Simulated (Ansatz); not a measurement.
Al2Cu:

```
CELL_PARAMETERS angstrom
4.10518 0.00000 0.00000
0.00000 4.10518 0.00000
0.00000 0.00000 2.89131
ATOMIC_POSITIONS crystal
Cu 0.00000 0.00000 0.00000
Al 0.00000 0.50000 0.50000
Al 0.50000 0.00000 0.50000
```

The cell comes from a database or a generator and needn't be the stable form of this composition.

Base run:

```yaml
Program: Ansatz 0.2.0
Functional: PBEsol
Potentials_or_basis: all-electron LAPW, non-relativistic
Cutoff: 232 eV
Density_cutoff: 928 eV
Basis_error_allowed: 0.002 eV/atom
k_mesh: 7 × 7 × 9
Occupations: fermi-dirac, width 0.05 eV
Spin: no spin polarisation
```

Its results: pressure -1.1 GPa.

Problem. The run is repeated on the same cell with these changes: functional from PBEsol to LDA; potentials or basis from all-electron LAPW, non-relativistic to all-electron LAPW, scalar-relativistic. What comes out?

Solution. Pressure -5.1 GPa.

Not every run made on this cell is shown here.
